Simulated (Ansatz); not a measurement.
# ZnSe (Fm-3m): an equation of state far from equilibrium

An exercise on one series of results from a longer session: the logs are not shown, and one member is left open.

Method: DFT r²SCAN, scalar-relativistic, plane waves, PAW, in Ansatz 0.2.0.

## Starting point

Symmetry: Fm-3m, No. 225, cubic system. Conventional cell: a = 5.316 Å, b = 5.316 Å, c = 5.316 Å, α = 90.00°, β = 90.00°, γ = 90.00°. Around Se (site symmetry m-3m) lie 6 Zn at 2.66 Å. Zn (site symmetry m-3m) has 6 Se at 2.66 Å as nearest neighbours.

Structure file:

```
CELL_PARAMETERS angstrom
0.00000 2.65797 2.65797
2.65797 0.00000 2.65797
2.65797 2.65797 0.00000
ATOMIC_POSITIONS crystal
Se 0.00000 0.00000 0.00000
Zn 0.50000 0.50000 0.50000
```

This cell comes from an earlier session at r²SCAN: 18.778 Å³/atom at 0.00 GPa, on a 12×12×12 mesh.

Set-up of the first run:

Input file input.yaml:

```yaml
crystal:
  lattice:
    - [0.0, 2.6220423878, 2.6220423878]
    - [2.6220423878, 0.0, 2.6220423878]
    - [2.6220423878, 2.6220423878, 0.0]
  atoms:
    - { symbol: Se, position: [0.0, 0.0, 0.0] }
    - { symbol: Zn, position: [0.5, 0.5, 0.5] }
basis:
  ecutwfc: 500
  ecutrho_ratio: 4
kpoints:
  mp_grid: { grid: [12, 12, 12] }
hamiltonian:
  xc: r2scan
scf:
  occupations: { method: gaussian, width: 0.05 }
output:
  forces: true
  stress: true
  eigenvalues: true
```

Started as:

```console
> ansatz run input.yaml --threads 1 --pin off --max-ram 2560MiB --backend cpu --events-out ev --progress --plain --runs-dir out
```

Steps of the session up to this table: Volume × 0.96; Volume × 1.04; Volume × 0.92; Volume × 0.88; Volume × 0.84; Volume × 0.8.

One of the session's tables, all rows but one given; the rest of the session is left out.

```
volume (Å³/atom)  energy above the lowest (meV/atom)  pressure (GPa)
          15.022                               284.9            29.8
          15.773                               166.9            20.9
          16.525                                   ?               ?
          17.276                                35.3             8.1
          18.027                                 8.2             3.6
          18.778                                 0.0             0.0
          19.529                                 7.1            -2.9
```

Q: Estimate the row for volume (Å³/atom) = 16.525 from the others.

Worked estimate for «energy above the lowest (meV/atom)». A straight line through the neighbours (15.773, 166.9) and (17.276, 35.3) gives 166.9 + (35.3 − 166.9) × (16.525 − 15.773) / (17.276 − 15.773) = 101.1; a parabola fitted to 4 rows on both sides gives 85.9.

**Answer.** energy above the lowest (meV/atom): 86.2; pressure (GPa): 13.8. In «energy above the lowest (meV/atom)» the line misses by +14.9 and the parabola by -0.3.

Caveats from the session: Other structures may be lower in enthalpy at these pressures.
